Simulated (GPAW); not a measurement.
# GaAs (F-43m) in GPAW: further runs

Aim: see how the results for GaAs move with the level of theory and the settings. Levels: revPBE, PBEsol, RPBE. Tasks: band structure, equation of state, G0W0 quasiparticle levels, optical spectrum by the Bethe-Salpeter equation.

All numbers are computed with GPAW 26.7.0; they aren't measurements. Logs are shortened: lines on timing, memory, paths and dates and some standing lists are left out, and cuts for length are marked. The log counts tension as positive stress, the text compression.

**The experiment to reproduce.**

From “Evidence of valence band perturbations in GaAsN/GaAs(001): A combined variable-angle spectroscopic ellipsometry and modulated photoreflectance investigation”, 2008, arxiv:0805.2212, for a bulk crystal of GaAs at 300 K: band gap 1.412 ± 0.01 eV (direct); band gap 1.418 ± 0.005 eV (direct).

The results are compared with them further down.

## (1) The structure

Symmetry: F-43m, No. 216, cubic system. Conventional cell: a = 5.654 Å, b = 5.654 Å, c = 5.654 Å, α = 90.00°, β = 90.00°, γ = 90.00°. As (site symmetry -43m) is surrounded by 4 Ga at 2.45 Å. Ga (site symmetry -43m) is surrounded by 4 As at 2.45 Å.

## (2) Band structure, revPBE, spin-orbit coupling, no magnetisation

Contents of run.py:

```python
import numpy as np
import spglib
from ase import Atoms
from ase.dft.bandgap import bandgap
from ase.io import read, write
from ase.units import GPa
from gpaw import GPAW, PW
from gpaw.spinorbit import soc_eigenstates

atoms = read('GaAs.cif')
cell, positions, numbers = spglib.find_primitive(
    (atoms.cell[:], atoms.get_scaled_positions(), atoms.numbers), symprec=1e-4)
atoms = Atoms(numbers, cell=cell, scaled_positions=positions, pbc=True)

calc = GPAW(mode=PW(600),
            xc='revPBE',
            kpts={'size': (8, 8, 8), 'gamma': True},
            occupations={'name': 'fermi-dirac', 'width': 0.05},
            nbands=11,
            convergence={'density': 1e-05, 'energy': 1e-05},
            maxiter=150,
            txt='gpaw.txt')
atoms.calc = calc
energy = atoms.get_potential_energy()
forces = atoms.get_forces()
stress = atoms.get_stress()
calc.write('gs.gpw')
write('result.traj', atoms)
print(f'Energy: {energy:.6f} eV')
print('Forces (eV/A):')
print(forces.round(4))
print('Stress (GPa):', (stress / GPa).round(3))
print('Fermi level:', round(calc.get_fermi_level(), 4), 'eV')
print(f'Gap: {bandgap(calc)[0]:.4f} eV, direct: {bandgap(calc, direct=True)[0]:.4f} eV')

path = atoms.cell.bandpath('GXWKGLUWLK,UX', npoints=60, eps=1e-4)
bs_calc = calc.fixed_density(kpts=path, symmetry='off', nbands=21,
                             convergence={'bands': 'CBM+6.0', 'eigenstates': 1e-6}, txt='bands.txt')
bs = bs_calc.band_structure()
bs.write('bs.json')
print(f'Gap on the path: {bandgap(bs_calc)[0]:.4f} eV')

soc = soc_eigenstates(bs_calc, theta=0, phi=0)
np.savetxt('soc_bands.dat', soc.eigenvalues(), fmt='%.4f')
mesh = soc_eigenstates('gs.gpw', theta=0, phi=0)
np.savetxt('soc_mesh.dat', mesh.eigenvalues(), fmt='%.4f')
print('Fermi level with spin-orbit coupling:', round(mesh.fermi_level, 4), 'eV')
```

Contents of GaAs.cif:

```cif
data_GaAs
_cell_length_a 5.65370000
_cell_length_b 5.65370000
_cell_length_c 5.65370000
_cell_angle_alpha 90.00000000
_cell_angle_beta 90.00000000
_cell_angle_gamma 90.00000000
_space_group_name_H-M_alt 'F-43m'
_space_group_name_Hall 'F -4 2 3'
_space_group_IT_number 216
loop_
_space_group_symop_operation_xyz
'x,y,z'
'y,-x,-z'
'-x,-y,z'
'-y,x,-z'
'x,-y,-z'
'y,x,z'
'-x,y,-z'
'-y,-x,z'
'z,x,y'
'-z,y,-x'
'z,-x,-y'
'-z,-y,x'
'-z,x,-y'
'z,y,x'
'-z,-x,y'
'z,-y,-x'
'y,z,x'
'-x,-z,y'
'-y,z,-x'
'x,-z,-y'
'-y,-z,x'
'x,z,y'
'y,-z,-x'
'-x,z,-y'
'x,y+1/2,z+1/2'
'y,-x+1/2,-z+1/2'
'-x,-y+1/2,z+1/2'
'-y,x+1/2,-z+1/2'
'x,-y+1/2,-z+1/2'
'y,x+1/2,z+1/2'
'-x,y+1/2,-z+1/2'
'-y,-x+1/2,z+1/2'
'z,x+1/2,y+1/2'
'-z,y+1/2,-x+1/2'
'z,-x+1/2,-y+1/2'
'-z,-y+1/2,x+1/2'
'-z,x+1/2,-y+1/2'
'z,y+1/2,x+1/2'
'-z,-x+1/2,y+1/2'
'z,-y+1/2,-x+1/2'
'y,z+1/2,x+1/2'
'-x,-z+1/2,y+1/2'
'-y,z+1/2,-x+1/2'
'x,-z+1/2,-y+1/2'
'-y,-z+1/2,x+1/2'
'x,z+1/2,y+1/2'
'y,-z+1/2,-x+1/2'
'-x,z+1/2,-y+1/2'
'x+1/2,y,z+1/2'
'y+1/2,-x,-z+1/2'
'-x+1/2,-y,z+1/2'
'-y+1/2,x,-z+1/2'
'x+1/2,-y,-z+1/2'
'y+1/2,x,z+1/2'
'-x+1/2,y,-z+1/2'
'-y+1/2,-x,z+1/2'
'z+1/2,x,y+1/2'
'-z+1/2,y,-x+1/2'
'z+1/2,-x,-y+1/2'
'-z+1/2,-y,x+1/2'
'-z+1/2,x,-y+1/2'
'z+1/2,y,x+1/2'
'-z+1/2,-x,y+1/2'
'z+1/2,-y,-x+1/2'
'y+1/2,z,x+1/2'
'-x+1/2,-z,y+1/2'
'-y+1/2,z,-x+1/2'
'x+1/2,-z,-y+1/2'
'-y+1/2,-z,x+1/2'
'x+1/2,z,y+1/2'
'y+1/2,-z,-x+1/2'
'-x+1/2,z,-y+1/2'
'x+1/2,y+1/2,z'
'y+1/2,-x+1/2,-z'
'-x+1/2,-y+1/2,z'
'-y+1/2,x+1/2,-z'
'x+1/2,-y+1/2,-z'
'y+1/2,x+1/2,z'
'-x+1/2,y+1/2,-z'
'-y+1/2,-x+1/2,z'
'z+1/2,x+1/2,y'
'-z+1/2,y+1/2,-x'
'z+1/2,-x+1/2,-y'
'-z+1/2,-y+1/2,x'
'-z+1/2,x+1/2,-y'
'z+1/2,y+1/2,x'
'-z+1/2,-x+1/2,y'
'z+1/2,-y+1/2,-x'
'y+1/2,z+1/2,x'
'-x+1/2,-z+1/2,y'
'-y+1/2,z+1/2,-x'
'x+1/2,-z+1/2,-y'
'-y+1/2,-z+1/2,x'
'x+1/2,z+1/2,y'
'y+1/2,-z+1/2,-x'
'-x+1/2,z+1/2,-y'
loop_
_atom_site_label
_atom_site_type_symbol
_atom_site_symmetry_multiplicity
_atom_site_Wyckoff_symbol
_atom_site_fract_x
_atom_site_fract_y
_atom_site_fract_z
_atom_site_occupancy
As1 As 4 c 0.2500000000 0.2500000000 0.2500000000 1
Ga1 Ga 4 a 0.0000000000 0.0000000000 0.0000000000 1
```

Potentials or basis: the program's PAW data sets (release 1.2.1) made for this functional, pw.

Launch:

```bash
OMP_NUM_THREADS=1 python run.py
```

gpaw.txt:

```text
__  _  _
 | _ |_)|_||  |
 |__||  | ||/\| - 26.7.0

Input parameters:
  mode=PW(ecut=600.0),
  convergence={'density': 1e-05, 'energy': 1e-05},
  kpts=MonkhorstPack(size=(8, 8, 8), gamma=True),
  maxiter=150,
  nbands=11,
  occupations=Occupations(name='fermi-dirac', width=0.05),
  xc=XC(name='revPBE')

Diagonalizing LCAO Hamiltonian
Converting LCAO to pw mode

           As

       Ga

Atoms  # Å, Bohr magnetons
|   | symbol |        x |        y |        z |    initial magnetic moments |
|---|--------|----------|----------|----------|-----------------------------|
| 0 |     As | 1.413425 | 1.413425 | 1.413425 | ( 0.0000,  0.0000,  0.0000) |
| 1 |     Ga | 0.000000 | 0.000000 | 0.000000 | ( 0.0000,  0.0000,  0.0000) |

Unit cell  # Å
| periodic |        x |        y |        z |  lengths |    angles |
|----------|----------|----------|----------|----------|-----------|
|      yes | 0.000000 | 2.826850 | 2.826850 | 3.997770 | 60.000000 |
|      yes | 2.826850 | 0.000000 | 2.826850 | 3.997770 | 60.000000 |
|      yes | 2.826850 | 2.826850 | 0.000000 | 3.997770 | 60.000000 |

Number of symmetries: 24
Symmetry operations  # r_c * U_cc + t_c -> r_c
|    | kind |            matrix            |
|----|------|------------------------------|
|  0 |  E   |  1, 0, 0,  0, 1, 0,  0, 0, 1 |
|  1 |  σ   |  1, 0, 0,  0, 0, 1,  0, 1, 0 |
|  2 |  σ   |  1, 0,-1,  0, 1,-1,  0, 0,-1 |
|  3 |  C3  |  1, 0,-1,  0, 0,-1,  0, 1,-1 |
|  4 |  C3  |  1,-1, 0,  0,-1, 1,  0,-1, 0 |
|  5 |  σ   |  1,-1, 0,  0,-1, 0,  0,-1, 1 |
|  6 |  σ   |  0, 1, 0,  1, 0, 0,  0, 0, 1 |
|  7 |  C3  |  0, 1, 0,  0, 0, 1,  1, 0, 0 |
|  8 |  C2  |  0, 1,-1,  1, 0,-1,  0, 0,-1 |
|  9 |  S4  |  0, 1,-1,  0, 0,-1,  1, 0,-1 |
| 10 |  C3  |  0, 0, 1,  1, 0, 0,  0, 1, 0 |
| 11 |  σ   |  0, 0, 1,  0, 1, 0,  1, 0, 0 |
| 12 |  S4  |  0, 0,-1,  1, 0,-1,  0, 1,-1 |
| 13 |  C3  |  0, 0,-1,  0, 1,-1,  1, 0,-1 |
| 14 |  S4  |  0,-1, 1,  1,-1, 0,  0,-1, 0 |
| 15 |  C2  |  0,-1, 1,  0,-1, 0,  1,-1, 0 |
| 16 |  C3  |  0,-1, 0,  1,-1, 0,  0,-1, 1 |
| 17 |  S4  |  0,-1, 0,  0,-1, 1,  1,-1, 0 |
| 18 |  S4  | -1, 1, 0, -1, 0, 1, -1, 0, 0 |
| 19 |  C3  | -1, 1, 0, -1, 0, 0, -1, 0, 1 |
| 20 |  C3  | -1, 0, 1, -1, 1, 0, -1, 0, 0 |
| 21 |  S4  | -1, 0, 1, -1, 0, 0, -1, 1, 0 |
| 22 |  σ   | -1, 0, 0, -1, 1, 0, -1, 0, 1 |
| 23 |  C2  | -1, 0, 0, -1, 0, 1, -1, 1, 0 |

BZ-sampling:
  Number of BZ points: 512
  Number of IBZ points: 29

  Monkhorst-Pack size: [8, 8, 8]
  Monkhorst-Pack shift: [0.0625, 0.0625, 0.0625]

K-points  # in reciprocal-cell coordinates
|     |                                coordinates |     weight |
|-----|--------------------------------------------|------------|
|   0 | (  0.00000000,   0.00000000,   0.00000000) | 0.00195312 |
|   1 | (  0.12500000,   0.12500000,   0.00000000) | 0.01171875 |
|   2 | (  0.12500000,   0.12500000,   0.12500000) | 0.01562500 |
|   3 | (  0.25000000,   0.12500000,   0.12500000) | 0.02343750 |
|   4 | (  0.25000000,   0.25000000,   0.00000000) | 0.01171875 |
|   5 | (  0.25000000,   0.25000000,   0.12500000) | 0.04687500 |
|   6 | (  0.25000000,   0.25000000,   0.25000000) | 0.01562500 |
|   7 | (  0.37500000,   0.25000000,  -0.37500000) | 0.04687500 |
|   8 | (  0.37500000,   0.25000000,   0.12500000) | 0.04687500 |
|   9 | (  0.37500000,   0.25000000,   0.25000000) | 0.04687500 |
| ... |                                            |            |
|  28 | (  0.50000000,   0.50000000,   0.50000000) | 0.00781250 |

Plane wave coefficients: 1540
Cutoff: 600.0 eV

Spin-components: 1 (collinear spins)
Bands:           11
Projectors:      10
Spin-degeneracy: 2
Datatype:        complex128

Parallelization:
  kpt:    1
  domain: 1
  band:   1

Density:
  Valence electrons: 8.0
  Components: 1
  Grid points: [24 24 24]
  Charge: 0.0  # |e|

Potential:
  Grid points: [24 24 24]

species:
  As:
    name:    Arsenic
    Z:       33.0
    valence: 5
    core:    28
    charge:  0.0  # [|e|]
    compensation charges:
      type: gauss
      rc: 0.33  # [Å]
      lmax: 2
    cutoffs:
      filter: 1.87  # [Å]
      core: 2.96  # [Å]
    projectors
    | kind |    occ | energy [eV] | rcut [Å] |
    |------|--------|-------------|----------|
    |   4s |  2.000 |     -14.425 |    1.058 |
    |   4p |  3.000 |      -5.155 |    1.058 |
    |    s |        |      12.786 |    1.058 |
    |    p |        |      22.056 |    1.058 |
    |    d |        |       0.000 |    1.058 |

    Using partial waves for As as LCAO basis

  Ga:
    name:    Gallium
    Z:       31.0
    valence: 3
    core:    28
    charge:  0.0  # [|e|]
    compensation charges:
      type: gauss
      rc: 0.37  # [Å]
      lmax: 2
    cutoffs:
      filter: 2.06  # [Å]
      core: 4.17  # [Å]
    projectors
    | kind |    occ | energy [eV] | rcut [Å] |
    |------|--------|-------------|----------|
    |   4s |  2.000 |      -8.879 |    1.164 |
    |   4p |  1.000 |      -2.530 |    1.164 |
    |    s |        |      18.332 |    1.164 |
    |    p |        |      24.682 |    1.164 |
    |    d |        |       0.000 |    1.164 |

    Using partial waves for Ga as LCAO basis

Reference energy: -114396.396665  # eV

eigensolver:
  PPCG
  Converge bands: occupied
  niter=2

density mixing:
  MSR1-Mixer
  Pratt-step length: 0.05
  Maximum mixing coefficient: 0.75
  Old densities: 10
  SVD Regularization: 0.005
  Good broyden scale: 1.0
  Trust region scale: 1.0
  Backstep threshold: 4.0
  History deletion threshold: 6.0
  Fourier metric: weight=20.0, sigma=0.015

occupation numbers:
  Fermi-Dirac:
    width: 0.0500  # eV

poisson solver:
  ecut: 4800.0  # eV

xc functional:
  name: revPBE with 2 nearest neighbor stencil

convergence criteria:
- Maximum integral of absolute [dens]ity change: 1e-05 electrons / valence electron
- Maximum [total energy] change in last 3 cyles: 1e-05 eV / valence electron
- Maximum integral of absolute [eigenst]ate change: 4e-08 eV^2 / valence electron
maximum number of iterations: 150

SCF iterations
|iter     | |      energy | eigst |  dens |
|---------|-|-------------|-------|-------|
|iter:   1| |   -7.698106 | -0.65 |       |
|iter:   2| |   -7.682678 | -3.03 | -0.89 |
|iter:   3| |   -7.626897 | -2.17 | -0.92 |
|iter:   4| |   -7.630739 | -3.68 | -1.52 |
|iter:   5| |   -7.631322 | -4.54 | -2.03 |
|iter:   6| |   -7.631360 | -5.80 | -2.76 |
|iter:   7| |   -7.631361c| -7.26 | -3.51 |
|iter:   8| |   -7.631361c| -8.29c| -4.14 |
|iter:   9| |   -7.631361c| -8.65c| -5.10c|

Converged in 9 steps
Energy contributions relative to reference atoms: (reference = -114396.396665)

Energy contributions:
  Kinetic:          27.118830
  Coulomb:         -23.930683
  Zero:              0.013543
  External:          0.000000
  Xc:              -10.833048
  Entropy:          -0.000006
  Spinorbit:         0.000000
  ----------------------------
  Free energy:      -7.631364
  Extrapolated:     -7.631361

dipole moment: (-17.862755, -17.862755, -17.862755)  # |e|*Ang

Fermi level: 5.366
Eigenvalues  # (at kpt = [0.000, 0.000, 0.000])
| band index |      eig [eV] | occ [0-2] |
|------------|---------------|-----------|
|          0 |        -7.670 |     2.000 |
|          1 |         4.999 |     1.999 |
|          2 |         4.999 |     1.999 |
|          3 |         4.999 |     1.999 |
|          4 |         5.675 |     0.004 |
|          5 |         8.792 |     0.000 |
|          6 |         8.792 |     0.000 |
|          7 |         8.792 |     0.000 |
|          8 |        12.810 |     0.000 |
|          9 |        15.064 |     0.000 |
|         10 |        15.064 |     0.000 |

Gap: 0.676 eV
Transition (v -> c):
  (s=0, k=0, n=3, [0.00, 0.00, 0.00]) -> (s=0, k=0, n=4, [0.00, 0.00, 0.00])
No difference between direct/indirect transitions

Forces  # eV/Ang
|       x |       y |       z |
|---------|---------|---------|
| 0.00000 | 0.00000 | 0.00000 |  # As   0
| 0.00000 | 0.00000 | 0.00000 |  # Ga   1

Stress tensor  # eV/Ang^3
|         x |         y |         z |
|-----------|-----------|-----------|
| -0.036037 | -0.000000 |  0.000000 |
| -0.000000 | -0.036037 | -0.000000 |
|  0.000000 | -0.000000 | -0.036037 |

# Writing to gs.gpw (mode='')
```

Wall time 25 s (1 thread of Arm Neoverse V1, shared host); peak memory 0.24 GiB.

Results:

```
Free energy             : -7.6314 eV
Pressure                : 5.8 GPa
Band gap on the k mesh  : 0.56 eV, direct
Band gap along the path : 0.56 eV, direct
```

Levels at the corners of the path, in eV from the valence-band top:
```tsv
point	band 4	band 5	band 6	band 7	band 8	band 9	band 10	band 11	band 12	band 13
Γ	-0.35	0.00	0.00	0.00	0.00	0.56	0.56	3.55	3.55	3.74
X	-6.88	-2.82	-2.82	-2.73	-2.73	1.43	1.43	1.62	1.62	10.10
W	-6.65	-3.71	-3.58	-3.44	-3.40	4.47	4.66	4.68	4.72	5.34
K	-6.66	-3.98	-3.92	-2.36	-2.36	1.93	1.93	4.57	4.64	7.91
Γ	-0.35	0.00	0.00	0.00	0.00	0.56	0.56	3.55	3.55	3.74
L	-6.69	-1.36	-1.36	-1.14	-1.14	1.00	1.00	4.53	4.53	4.62
U	-6.66	-3.98	-3.92	-2.36	-2.36	1.93	1.93	4.57	4.64	7.91
W	-6.65	-3.71	-3.58	-3.44	-3.40	4.47	4.66	4.68	4.72	5.34
L	-6.69	-1.36	-1.36	-1.14	-1.14	1.00	1.00	4.53	4.53	4.62
K	-6.66	-3.98	-3.92	-2.36	-2.36	1.93	1.93	4.57	4.64	7.91
U	-6.66	-3.98	-3.92	-2.36	-2.36	1.93	1.93	4.57	4.64	7.91
X	-6.88	-2.82	-2.82	-2.73	-2.73	1.43	1.43	1.62	1.62	10.10
```

Caveat: spin-orbit coupling was added after a scalar SCF, so levels and gaps hold it while energy, forces, pressure and moments don't; this program's spin-orbit splittings come out too wide for heavy elements.

(Part 1 of 3 ends here.)
